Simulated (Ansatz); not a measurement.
Wires are cut from relaxed bulk HfN (Fm-3m, 11.40 Å³/atom, gap on the mesh 0.00 eV); atoms and period are relaxed, and energies count from that bulk.

The calculation used Ansatz 0.2.0, DFT PBEsol, scalar-relativistic, plane waves, PAW.

Cutoff 420 eV, Gaussian smearing of 0.05 eV, energies at zero smearing, symmetry of each start kept, no spin polarisation.

| start | atoms | k mesh | excess energy (eV per host atom) | line energy (eV/Å) | period (Å) | gap on the mesh (eV) | highest filled level or Fermi level under vacuum (eV) |
| --- | --- | --- | --- | --- | --- | --- | --- |
| [001] wire, 14 host atoms a period | 14 | 1×1×12 | 0.980 | 3.194 | 4.297 | 0 | - |
| [001] wire, 16 host atoms a period | 16 | 1×1×12 | 0.848 | 3.141 | 4.317 | 0 | 2.76 |

A dash: not computed, or not clear enough to read.

Spin-orbit coupling is left out, which matters for the bands of heavy elements. Spin polarisation was left out, and a magnetic state may lie lower.

Each run keeps its start's symmetry and one magnetic start, so lower states can exist.